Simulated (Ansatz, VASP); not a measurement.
Two plane-wave programs on CaO

```
Ca O
1.0
     2.99140    0.00000    0.00000
     0.00000    2.99140    0.00000
     0.00000    0.00000    2.99140
Ca O
1 1
Direct
  0.00000 0.00000 0.00000
  0.50000 0.50000 0.50000
```

Alike in both runs: task single point; functional PBE; k mesh 8 × 8 × 8; no spin polarisation.

|  | VASP | Ansatz |
| --- | --- | --- |
| version | VASP 6.6.1 | Ansatz 0.2.0 |
| potentials or method | VASP PAW PBE potentials, release 64 (Ca_sv, O) | plane waves, PAW |
| plane-wave cutoff (eV) | 520 | 420 |
| occupations | gaussian, width 0.01 eV | fixed |
| valence electrons in the cell | 16 | 16 |

|  | VASP | Ansatz | Ansatz less VASP |
| --- | --- | --- | --- |
| gap on the k mesh at the Fermi level (eV) | 2.77 | 2.79 | +0.012 |
| pressure (GPa) | -5.0 | -5.5 | -0.43 |

A k mesh can miss the band edges. PBE gaps usually lie below the measured ones, often by a third to a half.
